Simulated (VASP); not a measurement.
**MgO in VASP 6.6.1, single-point calculation**

INCAR

```
LASPH = .TRUE.
EDIFF = 1E-7
LCHARG = .FALSE.
SIGMA = 0.1
GGA = PE
NELM = 54
PREC = Accurate
ISMEAR = 0
ENCUT = 520
ISYM = 0
IBRION = -1
ISIF = 2
NBANDS = 11
NSW = 0
LREAL = .FALSE.
LWAVE = .FALSE.
```

KPOINTS

```
KPOINTS created by Atomic Simulation Environment
0
Gamma
4 4 4
0 0 0
```

POSCAR

```
Mg O
 1.0000000000000000
     2.6233491285000001    0.0000000000000000    0.0000000000000000
     0.0000000000000000    2.6233491285000001    0.0000000000000000
     0.0000000000000000    0.0000000000000000    2.6745044364999999
 Mg  O
   1   1
Cartesian
  0.0000000000000000  0.0000000000000000  0.0000000000000000
  1.3116745642500001  1.3116745642500001  1.3372522182500002
```

The recommended PBE PAW datasets give the neutral cell 8 valence electrons.

Command

```
mpirun -np 1 vasp_std
```

Task: Predict the outcome of this run.

Result: It converged. Results: gap between bands v and c on the k mesh 2.33 eV; least direct gap on the k mesh 3.30 eV; pressure 2.5 GPa. Band v is the last that the valence electrons fill when counted band by band, and c is the next.

OSZICAR

```
N       E                     dE             d eps       ncg     rms          rms(c)
DAV:   1     0.143068416774E+02    0.14307E+02   -0.46259E+03   928   0.651E+02
DAV:   2    -0.114800254712E+02   -0.25787E+02   -0.24963E+02   929   0.130E+02
DAV:   3    -0.120276316712E+02   -0.54761E+00   -0.54727E+00   932   0.165E+01
DAV:   4    -0.120287454995E+02   -0.11138E-02   -0.11138E-02   878   0.825E-01
DAV:   5    -0.120287484432E+02   -0.29437E-05   -0.29438E-05   905   0.421E-02    0.708E+00
DAV:   6    -0.104160182754E+02    0.16127E+01   -0.85383E+00   798   0.160E+01    0.221E+00
DAV:   7    -0.103754377044E+02    0.40581E-01   -0.65198E-02   831   0.223E+00    0.132E+00
DAV:   8    -0.103486571415E+02    0.26781E-01   -0.39786E-02   824   0.201E+00    0.237E-01
DAV:   9    -0.103483844788E+02    0.27266E-03   -0.32364E-04   889   0.135E-01    0.154E-01
DAV:  10    -0.103482958368E+02    0.88642E-04   -0.33472E-04   828   0.154E-01    0.923E-03
DAV:  11    -0.103482943797E+02    0.14571E-05   -0.57063E-06   852   0.158E-02    0.330E-03
DAV:  12    -0.103482942901E+02    0.89596E-07   -0.17888E-07   880   0.410E-03
   1 F= -.10348294E+02 E0= -.10348294E+02  d E =-.121631E-10
```

For comparison, a separate PBE run of the intended cell, on usual settings and not on those above, gives a gap of 2.36 eV on its mesh and a pressure of 2.5 GPa.
